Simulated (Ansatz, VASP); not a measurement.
One calculation of Si2Ni, two programs

```
CELL_PARAMETERS angstrom
0.00000 2.70300 2.70300
2.70300 0.00000 2.70300
2.70300 2.70300 0.00000
ATOMIC_POSITIONS crystal
Ni 0.00000 0.00000 0.00000
Si 0.75000 0.75000 0.75000
Si 0.25000 0.25000 0.25000
```

Alike in both runs: task electric field gradients; functional PBEsol; dispersion D3(BJ); k mesh 9 × 9 × 9; occupations gaussian, width 0.02 eV; collinear spin; Hubbard terms Ni d U = 2.0 eV.

|  | VASP | Ansatz |
| --- | --- | --- |
| version | VASP 6.6.1 | Ansatz 0.2.0 |
| potentials or method | VASP PAW PBE potentials, release 64 (Ni, Si) | Ansatz PAW |
| plane-wave cutoff (eV) | 520 | 420 |
| valence electrons in the cell | 18 | 26 |

```csv
,VASP,Ansatz,Ansatz less VASP
gap on the k mesh at the Fermi level (eV),none,none,-
pressure (GPa),-7.0,-6.2,+0.88
net moment per atom (μB),0.00,0.00,0.000
dispersion energy (meV/atom),-388.4,-388.5,-0.10
Vzz of the field gradient on the site that differs most (V/Å²),0.0,0.0,0.00
```

The programs project onto different local orbitals, so the same U acts differently. A gap of «none» marks a metal or a gap that the smearing closes. The two sets of potentials don't hold the same shells in valence.

Caveats: pairwise dispersion overbinds metals, which lowers pressure and volume; the U is typed as a test and isn't derived for this compound; the PAW data sets were made with another functional, which shifts forces and pressure a little (VASP); the magnetic or orbital state may not be the lowest (Ansatz); the PAW data sets come from PBE, with cores solved anew for the run's functional, which leaves a small shift of forces and pressure (Ansatz); the starting moments weren't kept (Ansatz). The state reached can hang on the start; a lower one may exist.
